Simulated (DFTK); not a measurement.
Input of a DFTK 0.8.2 run:

Contents of run.jl:

```julia
using DFTK
using PseudoPotentialData
using Unitful, UnitfulAtomic
using LinearAlgebra, Printf
include("save.jl")
disable_threading()

# lattice vectors are the columns
lattice = austrip(1u"Å") * [         -1.81           1.81           1.81;
                     1.81          -1.81           1.81;
                     1.81           1.81          -1.81]
symbols   = [:Zr]
positions = [[0.0, 0.0, 0.0]]
pseudopotentials = PseudoFamily("dojo.nc.sr.pbe.v0_4_1.standard.upf")
elements = Dict(s => ElementPsp(s, pseudopotentials) for s in unique(symbols))
atoms    = [elements[s] for s in symbols]

build_model(lattice, positions; symmetries=true) =
    model_DFT(lattice, atoms, positions;
              functionals=PBE(),
              temperature=austrip(0.05u"eV"),
              smearing=Smearing.FermiDirac(),
              symmetries)
Ecut  = 33.0  # hartree
kgrid = [10, 10, 10]
tol   = 1e-6
to_GPa = ustrip(uconvert(u"GPa", 1u"hartree/bohr^3"))

model = build_model(lattice, positions)
basis = PlaneWaveBasis(model; Ecut, kgrid)
display(basis)
scfres = self_consistent_field(basis;
                               tol,
                               nbandsalg=AdaptiveBands(model; n_bands_converge=11))
display(scfres.energies)
@printf "Fermi level: %.6f eV\n" ustrip(auconvert(u"eV", something(scfres.εF, NaN)))
forces = compute_forces_cart(scfres)
println("Forces (eV/Å)")
for (s, f) in zip(symbols, forces)
    @printf "%-3s %12.6f %12.6f %12.6f\n" s ustrip.(auconvert.(u"eV/Å", f))...
end
stress = compute_stresses_cart(scfres)
println("Stress (GPa)")
display(round.(stress * to_GPa; digits=4))
println("Levels at the first k-point (eV): ", round.(ustrip.(auconvert.(u"eV", scfres.eigenvalues[1][1:scfres.n_bands_converge])); digits=4))
save_scf!(scfres; forces, stress)
```

Potentials or basis: dojo.nc.sr.pbe.v0_4_1.standard.upf (PBE).

The run is started by

```console
$ julia --threads=1 run.jl  # save.jl only writes the numbers to a file and isn't shown; printed stress counts tension as positive; times include loading and compiling
```

(1) Estimate the band gap on the k mesh.

(2) Estimate the pressure.

## Answers

(1) none (metal or under the smearing width).

(2) -3.3 GPa.
